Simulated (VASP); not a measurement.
A run of VASP 6.6.1 is set up as follows.

Contents of INCAR:

```
SYSTEM = TaN
PREC = Accurate
ENCUT = 520
EDIFF = 1E-6
ISMEAR = 0
SIGMA = 0.05
LREAL = .FALSE.
LASPH = .TRUE.
NELM = 60
ALGO = Normal
ISIF = 2
LWAVE = .FALSE.
LCHARG = .FALSE.
ISPIN = 2
MAGMOM = -0.17 0
LORBIT = 11
LMAXMIX = 4
GGA = PE
```

The input KPOINTS:

```
regular mesh
0
G
  7 7 7
  0 0 0
```

The input POSCAR:

```
TaN
1.0
    0.0000000000      2.1790013100      2.1790013100
    2.1790013100      0.0000000000      2.1790013100
    2.1790013100      2.1790013100      0.0000000000
Ta N
1 1
Direct
    0.5000000000      0.5000000000      0.5000000000
    0.0000000000      0.0000000000      0.0000000000
```

Potentials or basis: VASP PAW PBE potentials, release 64 (Ta_pv, N).

Launch:

```sh
$ cat potpaw_PBE.64/Ta_pv/POTCAR potpaw_PBE.64/N/POTCAR > POTCAR
$ mpirun -np 1 vasp_std > vasp.out
```

**Question.** Estimate the pressure.

**Answer.** 15.3 GPa.

**Question.** Estimate the net moment.

**Answer.** 0.00 μB per cell.

**Question.** Predict the band gap on the k mesh.

**Answer.** None (metal or under the smearing width).

Caveat: so large a pressure means that the cell lies far from this level's equilibrium, or that cutoff or potentials fall short. The run has no spin-orbit coupling, so splittings on Ta are missing.
